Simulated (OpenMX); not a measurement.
Crystal: ZnS (Wurtzite-2H).

```
Zn S
1.0
     3.81100    0.00000    0.00000
    -1.90550    3.30042    0.00000
     0.00000    0.00000    6.23400
Zn S
2 2
Cartesian
  1.9055 1.1001 3.1170
  0.0000 2.2003 0.0000
  1.9055 1.1001 5.5171
  0.0000 2.2003 2.4001
```

Base run:

| Property | Result |
| --- | --- |
| Program | OpenMX 3.8.5 |
| Functional | PBE |
| Potentials or basis | OpenMX 2013 PBE set, Zn6.0H-s3p2d2, S7.0-s2p2d1f1, grid cutoff 500 Ry |
| k mesh | 9 × 9 × 5 |
| Occupations | fermi-dirac, width 0.05 eV |
| Spin | no spin polarisation |

Its results: band gap on the k mesh 2.47 eV, direct; pressure 5.4 GPa; largest force 0.360 eV/Å.

Question: The run is repeated on the same cell with these changes: potentials or basis from OpenMX 2013 PBE set, Zn6.0H-s3p2d2, S7.0-s2p2d1f1, grid cutoff 500 Ry to OpenMX 2013 PBE set, Zn6.0H-s3p2d2f1, S7.0-s3p2d2f1, grid cutoff 500 Ry. What comes out?

Answer: Band gap on the k mesh 2.38 eV, direct; pressure 4.8 GPa; largest force 0.339 eV/Å.

Caveats: the basis of atomic orbitals isn't converged, which shifts pressures, moduli and gaps.

Not every run made on this cell is shown here.
